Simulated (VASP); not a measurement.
# K (Fm-3m) in VASP: a series of runs

Runs on K. Level: r2SCAN. Tasks: single point.

All numbers are computed with VASP 6.6.1; they aren't measurements. Logs are shortened: lines on timing, memory, paths and dates and some standing lists are left out, and cuts for length are marked.

## (1) Starting point

It takes space group Fm-3m (No. 225, cubic). The conventional cell has a = 6.784 Å, b = 6.784 Å, c = 6.784 Å, α = 90.00°, β = 90.00°, γ = 90.00°.

This isn't the form of K at room conditions, which is bcc.

## (2) Single point, r2SCAN

Input file POSCAR:

```
K
1.0
    0.0000000000      3.3918728180      3.3918728180
    3.3918728180      0.0000000000      3.3918728180
    3.3918728180      3.3918728180      0.0000000000
K
1
Direct
    0.0000000000      0.0000000000      0.0000000000
```

Input file INCAR.step1:

```
SYSTEM = K
PREC = Accurate ; ENCUT = 520
ISMEAR = 0 ; SIGMA = 0.15
LREAL = .False. ; LASPH = .True.
NELM = 100 ; NBANDS = 10
GGA = PE ; ALGO = Normal
EDIFF = 1E-4 ; LWAVE = .True.
LCHARG = .False.
```

Input file INCAR.step2:

```
SYSTEM = K
PREC = Accurate ; ENCUT = 520
EDIFF = 1E-6 ; ISMEAR = 0
SIGMA = 0.15 ; LREAL = .False.
LASPH = .True. ; NELM = 100
ALGO = Normal ; ISIF = 2
LWAVE = .False. ; LCHARG = .True.
METAGGA = R2SCAN ; LMIXTAU = .True.
LELF = .True. ; LVHAR = .True.
NBANDS = 10 ; ISTART = 1
```

Input file KPOINTS:

```
Automatic mesh
0
Gamma
  12 12 12
  0 0 0
```

Potentials or basis: VASP PAW PBE potentials, release 64 (K_sv).

Command:

```sh
$ cat potpaw_PBE.64/K_sv/POTCAR > POTCAR
$ cp INCAR.step1 INCAR
$ mpirun -np 1 vasp_std > vasp.out
$ cp INCAR.step2 INCAR
$ mpirun -np 1 vasp_std > vasp.out
```

OUTCAR:

```text
SYSTEM = K
   PREC = Accurate
   ENCUT = 520
   EDIFF = 1E-6
   ISMEAR = 0
   LREAL = .False.
   LASPH = .True.
   NELM = 100
   ISIF = 2
   METAGGA = R2SCAN
   ISTART = 1

 ion  position               nearest neighbor table
   1  0.000  0.000  0.000-

  LATTYP: Found a face centered cubic cell.
 ALAT       =     6.7837456360

  Lattice vectors:

 A1 = (   0.0000000000,   3.3918728180,   3.3918728180)
 A2 = (   3.3918728180,   0.0000000000,   3.3918728180)
 A3 = (   3.3918728180,   3.3918728180,   0.0000000000)

Analysis of symmetry for initial positions (statically):
=====================================================================
 Subroutine PRICEL returns:
 Original cell was already a primitive cell.

 Routine SETGRP: Setting up the symmetry group for a
 face centered cubic supercell.

 Subroutine GETGRP returns: Found 48 space group operations
 (whereof 48 operations were pure point group operations)
 out of a pool of 48 trial point group operations.

The static configuration has the point symmetry O_h .

Analysis of symmetry for dynamics (positions and initial velocities):
=====================================================================
 Subroutine PRICEL returns:
 Original cell was already a primitive cell.

 Routine SETGRP: Setting up the symmetry group for a
 face centered cubic supercell.

 Subroutine GETGRP returns: Found 48 space group operations
 (whereof 48 operations were pure point group operations)
 out of a pool of 48 trial point group operations.

The dynamic configuration has the point symmetry O_h .

 Subroutine INISYM returns: Found 48 space group operations
 (whereof 48 operations are pure point group operations),
 and found     1 'primitive' translations

----------------------------------------------------------------------------------------

                                     Primitive cell

  volume of cell :      78.0456

  direct lattice vectors                    reciprocal lattice vectors
     0.000000000  3.391872818  3.391872818    -0.147411188  0.147411188  0.147411188
     3.391872818  0.000000000  3.391872818     0.147411188 -0.147411188  0.147411188
     3.391872818  3.391872818  0.000000000     0.147411188  0.147411188 -0.147411188

  length of vectors
     4.796832541  4.796832541  4.796832541     0.255323666  0.255323666  0.255323666

  position of ions in fractional coordinates (direct lattice)
     0.000000000  0.000000000  0.000000000

  ion indices of the primitive-cell ions
   primitive index   ion index
                 1           1

----------------------------------------------------------------------------------------

 KPOINTS: Automatic mesh

Automatic generation of k-mesh.
 Grid dimensions read from file:
 generate k-points for:   12   12   12

 Generating k-lattice:

  Cartesian coordinates                     Fractional coordinates (reciprocal lattice)
    -0.012284266  0.012284266  0.012284266     0.083333333  0.000000000  0.000000000
     0.012284266 -0.012284266  0.012284266     0.000000000  0.083333333  0.000000000
     0.012284266  0.012284266 -0.012284266     0.000000000  0.000000000  0.083333333

  Length of vectors
     0.021276972  0.021276972  0.021276972

  Shift w.r.t. Gamma in fractional coordinates (k-lattice)
     0.000000000  0.000000000  0.000000000

 Subroutine IBZKPT returns following result:
 ===========================================

 Found     72 irreducible k-points:

 Following reciprocal coordinates:
            Coordinates               Weight
  0.000000  0.000000  0.000000      1.000000
  0.083333  0.000000  0.000000      8.000000
  0.166667  0.000000  0.000000      8.000000
  0.250000  0.000000  0.000000      8.000000
  0.333333  0.000000  0.000000      8.000000
  0.416667  0.000000  0.000000      8.000000
[... 16 lines left out ...]
  0.500000  0.166667  0.000000     24.000000
 -0.416667  0.166667  0.000000     24.000000
 [... further k-points ...]
   k-points           NKPTS =     72   k-points in BZ     NKDIM =     72   number of bands    NBANDS=     10
   number of dos      NEDOS =    301   number of ions     NIONS =      1
   total plane-waves  NPLWV =  46656
   dimension x,y,z NGX =    36 NGY =   36 NGZ =   36
   dimension x,y,z NGXF=    72 NGYF=   72 NGZF=   72
   ions per type =               1
   NGX,Y,Z   is equivalent  to a cutoff of  12.48, 12.48, 12.48 a.u.
   NGXF,Y,Z  is equivalent  to a cutoff of  24.95, 24.95, 24.95 a.u.
 SYSTEM =  K
   PREC   = accura    normal or accurate (medium, high low for compatibility)
   ISTART =      1    job   : 0-new  1-cont  2-samecut
   ICHARG =      0    charge: 1-file 2-atom 10-const
   ISPIN  =      1    spin polarized calculation?
   LNONCOLLINEAR =      F non collinear calculations
   LSORBIT =      F    spin-orbit coupling
   LASPH  =      T    aspherical Exc in radial PAW
   ENCUT  =  520.0 eV  38.22 Ry    6.18 a.u.   8.92  8.92  8.92*2*pi/ulx,y,z
   NELM   =    100;   NELMIN=  2; NELMDL=  0     # of ELM steps
   EDIFF  = 0.1E-05   stopping-criterion for ELM
   LREAL  =      F    real-space projection
   EDIFFG = 0.1E-04   stopping-criterion for IOM
   NSW    =      0    number of steps for IOM
   IBRION =     -1    ionic relax: 0-MD 1-quasi-New 2-CG
   NFREE  =      0    steps in history (QN), initial steepest desc. (CG)
   ISIF   =      2    stress and relaxation
   ISYM   =      2    0-nonsym 1-usesym 2-fastsym
   POTIM  = 0.5000    time-step for ionic-motion
   TEBEG  =    0.0;   TEEND  =   0.0 temperature during run
   PSTRESS=    0.0 pullay stress
   NELECT =       9.0000    total number of electrons
   NUPDOWN=      -1.0000    fix difference up-down
   EMIN   =  10.00;   EMAX   =-10.00  energy-range for DOS
   EFERMI =   0.00;   METHOD = LEGACY
   ISMEAR =     0;   SIGMA  =   0.15  broadening in eV -4-tet -1-fermi 0-gaus
   EFERMI_NEDOS =   21; number of points for ismear=-14 and -15
   IALGO  =     38    algorithm
   IMIX   =      4    mixing-type and parameters
     AMIX     =   0.40;   BMIX     =  1.00
     AMIX_MAG =   1.60;   BMIX_MAG =  1.00
  volume/ion in A,a.u.               =      78.05       526.68
  Fermi-wavevector in a.u.,A,eV,Ry     =   0.796843  1.505815  8.639139  0.634959
  Thomas-Fermi vector in A             =   1.903445
   LORBIT       =      0    0 simple, 1 ext, 2 COOP (PROOUT), +10 PAW based schemes
   METAGGA = R2SCAN    functional components
   LHFCALC =     F    Hartree Fock is set to
   AEXX    =    0.0000 exact exchange contribution
   IVDW    =     0    specifies the selected vdW correction
   LEPSILON=     F    determine dielectric tensor
   LRPA    =     F    only Hartree local field effects (RPA)
 non-spin polarized calculation
 Gauss-broadening in eV      SIGMA  =   0.15
  energy-cutoff  :      520.00
  volume of cell :       78.05
 maximum number of plane-waves:      2126
   NGX = 17   NGY = 17   NGZ = 17

 number of electron       9.0000002 magnetization

 Free energy of the ion-electron system (eV)
  ---------------------------------------------------
  ext. energy  EPLUGINS =         0.00000000
  ---------------------------------------------------
  free energy    TOTEN  =        -6.01601560 eV

  energy without entropy =       -6.00808877  energy(sigma->0) =       -6.01205219

 E-fermi :  -0.2017     XC(G=0):  -5.7618

 val. band max:       -0.2741220920   @ k =   0.5000   0.2500   0.0833
 cond. band min:      -0.1818895360   @ k =  -0.4167   0.0833   0.0000
 fundamental gap:      0.0922325560
 Fermi energy:        -0.2017048032

 k-point     1 :       0.0000    0.0000    0.0000
  band No.  band energies     occupation
      1     -33.8818      2.00000
      2     -16.5570      2.00000
      3     -16.5570      2.00000
      4     -16.5570      2.00000
      5      -2.4150      2.00000
      6       4.4055      0.00000
      7       4.4055      0.00000
      8       4.4055      0.00000
      9       5.7138      0.00000
     10       5.7138      0.00000

 k-point     2 :       0.0833    0.0000    0.0000
  band No.  band energies     occupation
      1     -33.8816      2.00000
      2     -16.5608      2.00000
      3     -16.5575      2.00000
      4     -16.5575      2.00000
      5      -2.3318      2.00000
      6       4.1395      0.00000
      7       4.4366      0.00000
      8       4.4366      0.00000
      9       5.6310      0.00000
     10       5.6311      0.00000

 k-point     3 :       0.1667    0.0000    0.0000
  band No.  band energies     occupation
      1     -33.8810      2.00000
      2     -16.5711      2.00000
      3     -16.5589      2.00000
      4     -16.5589      2.00000
      5      -2.0854      2.00000
      6       3.5216      0.00000
      7       4.4879      0.00000
      8       4.4880      0.00000
      9       5.5039      0.00000
     10       5.5040      0.00000

 k-point     4 :       0.2500    0.0000    0.0000
  band No.  band energies     occupation
      1     -33.8803      2.00000
      2     -16.5851      2.00000
      3     -16.5609      2.00000
      4     -16.5608      2.00000
      5      -1.6847      2.00000
      6       2.7547      0.00000
      7       4.4505      0.00000
      8       4.4506      0.00000
      9       5.5604      0.00000
     10       5.5605      0.00000
[... 222 lines left out ...]
 k-point    22 :       0.4167    0.1667    0.0000
  band No.  band energies     occupation
      1     -33.8789      2.00000
      2     -16.6010      2.00000
      3     -16.5699      2.00000
      4     -16.5678      2.00000
      5      -0.6756      1.99999
      6       1.8050      0.00000
      7       3.4858      0.00000
      8       4.3587      0.00000
      9       5.2869      0.00000
     10       6.4405      0.00000

 k-point    23 :       0.5000    0.1667    0.0000
  band No.  band energies     occupation
      1     -33.8786      2.00000
      2     -16.6070      2.00000
      3     -16.5728      2.00000
      4     -16.5678      2.00000
      5       0.0005      0.05664
      6       1.0168      0.00000
      7       3.3363      0.00000
      8       4.3063      0.00000
      9       5.5006      0.00000
     10       6.4988      0.00000

 k-point    24 :      -0.4167    0.1667    0.0000
  band No.  band energies     occupation
      1     -33.8785      2.00000
      2     -16.6075      2.00000
      3     -16.5746      2.00000
      4     -16.5667      2.00000
      5       0.2395      0.00003
      6       0.7662      0.00000
      7       3.2486      0.00000
      8       4.3159      0.00000
      9       5.7303      0.00000
     10       6.2000      0.00000

 [... further k-points ...]

------------------------ aborting loop because EDIFF is reached ----------------------------------------

  FORCE on cell =-STRESS in cart. coord.  units (eV):
  Direction    XX          YY          ZZ          XY          YZ          ZX
  --------------------------------------------------------------------------------------
  -------------------------------------------------------------------------------------
  Total       -0.0367545     -0.0367545     -0.0367545      0.0000000      0.0000000     -0.0000000
  in kB       -0.7545222     -0.7545222     -0.7545222      0.0000000      0.0000000     -0.0000000
  external PRESSURE =      -0.7545222 kB  Pullay stress =       0.0000000 kB

 VOLUME and BASIS-vectors are now :
 -----------------------------------------------------------------------------
  energy-cutoff  :      520.00
  volume of cell :       78.05
      direct lattice vectors                 reciprocal lattice vectors
     0.000000000  3.391872818  3.391872818    -0.147411188  0.147411188  0.147411188
     3.391872818  0.000000000  3.391872818     0.147411188 -0.147411188  0.147411188
     3.391872818  3.391872818  0.000000000     0.147411188  0.147411188 -0.147411188

 POSITION                                       TOTAL-FORCE (eV/Angst)
 -----------------------------------------------------------------------------------
      0.00000      0.00000      0.00000         0.000000      0.000000     -0.000000
 -----------------------------------------------------------------------------------
    total drift:                               -0.000000     -0.000000      0.000000

  FREE ENERGIE OF THE ION-ELECTRON SYSTEM (eV)
  ---------------------------------------------------
  free  energy   TOTEN  =        -6.0160156026 eV

  energy  without entropy=       -6.0080887745  energy(sigma->0) =       -6.01205219
```

Wall time 1.7 min (1 thread of Intel Xeon Platinum 8488C (Sapphire Rapids), shared host); peak memory 0.24 GiB.

What came out:

* Free energy: -6.0160 eV
* Pressure: -0.1 GPa
* Band gap on the k mesh: none (metal or under the smearing width)

Caveat: the PAW data sets were made with another functional, which shifts forces and pressure a little.

## (3) Single point, r2SCAN

POSCAR is that of step 2.

Input file INCAR.step1:

```
SYSTEM = K
  PREC = Accurate
  ENCUT = 520
  ISMEAR = 0
  SIGMA = 0.15
  LREAL = .FALSE.
  LASPH = .TRUE.
  NELM = 100
  NBANDS = 10
  GGA = PE
  ALGO = Normal
  EDIFF = 1E-4
  LWAVE = .TRUE.
  LCHARG = .FALSE.
```

Input file INCAR.step2:

```
SYSTEM = K
  PREC = Accurate
  ENCUT = 520
  EDIFF = 1E-6
  ISMEAR = 0
  SIGMA = 0.15
  LREAL = .FALSE.
  LASPH = .TRUE.
  NELM = 100
  ALGO = Normal
  ISIF = 2
  LWAVE = .FALSE.
  LCHARG = .FALSE.
  METAGGA = R2SCAN
  LMIXTAU = .TRUE.
  NBANDS = 10
  ISTART = 1
```

Input file KPOINTS:

```
regular mesh
0
G
  14 14 14
  0 0 0
```

Potentials or basis: VASP PAW PBE potentials, release 64 (K_sv).

Command:

```sh
$ cat potpaw_PBE.64/K_sv/POTCAR > POTCAR
$ cp INCAR.step1 INCAR
$ mpirun -np 1 vasp_std > vasp.out
$ cp INCAR.step2 INCAR
$ mpirun -np 1 vasp_std > vasp.out
```

It took 2.2 min on 1 thread of Intel Xeon Platinum 8488C (Sapphire Rapids), shared host; peak memory 0.25 GiB.

Results (log left out):

- Free energy: -6.0158 eV
- Pressure: -0.1 GPa
- Band gap on the k mesh: none (metal or under the smearing width)

Levels at points of the mesh, in eV from the Fermi level:
```
           k point  band 2  band 3  band 4  band 5  band 6  band 7  band 8  band 9
(0.00, 0.00, 0.00)  -16.37  -16.37  -16.37   -2.23    4.59    4.59    4.59    5.90
(0.50, 0.00, 0.00)  -16.43  -16.38  -16.38    0.45    0.46    4.35    4.35    6.63
(0.50, 0.50, 0.00)  -16.42  -16.39  -16.39    1.02    1.35    2.56    5.15    5.15
```

Caveat: the PAW data sets were made with another functional, which shifts forces and pressure a little.
